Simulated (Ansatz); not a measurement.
TaN:

```
CELL_PARAMETERS angstrom
0.00000 2.21132 2.21132
2.21132 0.00000 2.21132
2.21132 2.21132 0.00000
ATOMIC_POSITIONS crystal
Ta 0.50000 0.50000 0.50000
N 0.00000 0.00000 0.00000
```

The cell comes from a database or a generator and needn't be the stable form of this composition.

- Program: Ansatz 0.2.0
- Task: relaxation of cell and atoms
- Functional: revPBE
- Dispersion: D4
- Potentials or basis: Ansatz PAW
- Cutoff: 420 eV (not typed: the program's choice for these potentials)
- k mesh: 10 × 10 × 10
- Occupations: fermi-dirac, width 0.05 eV
- Spin: no spin polarisation

At the start: volume 10.81 Å³/atom.

Where does the relaxation end?

It ends after 7 steps and the volume is 10.55 Å³/atom (-2.5 %); space group Fm-3m (No. 225, to 0.05 Å).

Step by step:
| step | energy change (eV) | largest force (eV/Å) | volume (Å³) |
| --- | --- | --- | --- |
| 1 | 0.0000 | 0.0000 | 21.63 |
| 2 | -0.0132 | 0.0000 | 20.88 |
| 3 | -0.0150 | 0.0000 | 21.11 |
| 4 | -0.0151 | 0.0000 | 21.10 |
| 5 | -0.0137 | 0.0000 | 21.10 |
| 6 | -0.0137 | 0.0000 | 21.09 |
| 7 | -0.0137 | 0.0000 | 21.09 |

Final structure:
```xyz
2
Lattice="0.0000 2.1929 2.1929 2.1929 0.0000 2.1929 2.1929 2.1929 0.0000" Properties=species:S:1:pos:R:3 pbc="T T T"
Ta    2.1929    2.1929    2.1929
N     0.0000    0.0000    0.0000
```

Caveat: the plane-wave basis is chosen anew once the cell has moved, so the energies of steps on either side of that aren't comparable; the pressure holds a Pulay correction of +0.5 GPa for the finite cutoff; the PAW data sets come from PBE, with cores solved anew for the run's functional, which leaves a small shift of forces and pressure.
